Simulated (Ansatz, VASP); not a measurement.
**InAs (qha): VASP beside Ansatz**

File INCAR:

```
ALGO = Fast ; EDIFF = 1E-6
EDIFFG = -0.001 ; ENCUT = 600
GGA = PS ; IBRION = 2
ISIF = 3 ; ISMEAR = -1
LASPH = T ; LCHARG = F
LREAL = F ; LWAVE = F
NELM = 100 ; NSW = 80
PREC = Accurate ; SIGMA = 0.15
```

KPOINTS

```
k-points
0
Gamma
  12 12 12
```

POSCAR

```
InAs
1.0
    0.0000000000      3.0434992197      3.0434992197
    3.0434992197      0.0000000000      3.0434992197
    3.0434992197      3.0434992197      0.0000000000
In As
1 1
Direct
    0.0000000000      0.0000000000      0.0000000000
    0.2500000000      0.2500000000      0.2500000000
```

Input for Ansatz:

```yaml
crystal:
  lattice:
    - [0.0, 3.0434992197, 3.0434992197]
    - [3.0434992197, 0.0, 3.0434992197]
    - [3.0434992197, 3.0434992197, 0.0]
  atoms:
    - { symbol: In, position: [0.0, 0.0, 0.0] }
    - { symbol: As, position: [0.25, 0.25, 0.25] }
basis:
  ecutwfc: 420
kpoints:
  mp_grid: { grid: [12, 12, 12] }
hamiltonian:
  xc: pbesol
scf:
  occupations: { method: fermi_dirac, width: 0.15 }
output:
  forces: true
  stress: true
  eigenvalues: true
relax:
  adjacent_minimum: "off"
  f_tol: 0.001
  max_steps: 60
  cell: { stress_tol: 0.01 }
```

Alike in both runs: task relaxation of cell and atoms; functional PBEsol; k mesh 12 × 12 × 12; occupations fermi-dirac, width 0.15 eV; no spin polarisation.

|  | VASP | Ansatz |
| --- | --- | --- |
| version | VASP 6.6.1 | Ansatz 0.2.0 |
| potentials or method | VASP PAW PBE potentials, release 64 (In_d, As) | scalar-relativistic, plane waves, PAW |
| plane-wave cutoff (eV) | 600 | 420 |
| valence electrons in the cell | 18 | 28 |

Ansatz gave:

```
gap on the k mesh at the Fermi level, each at its own relaxed structure (eV) : none
relaxed volume (Å³/atom)                                                     : 28.20
relaxed cell length with the largest relative difference (Å)                 : 4.305
```

Problem. What did VASP give for the same quantities?

Solution. gap on the k mesh at the Fermi level, each at its own relaxed structure (eV): none; relaxed volume (Å³/atom): 28.26; relaxed cell length with the largest relative difference (Å): 4.308.

A gap of «none» marks a metal or a gap that the smearing closes. The two sets of potentials don't hold the same shells in valence.

Caveats: the PAW data sets were made with another functional, which shifts forces and pressure a little (VASP).
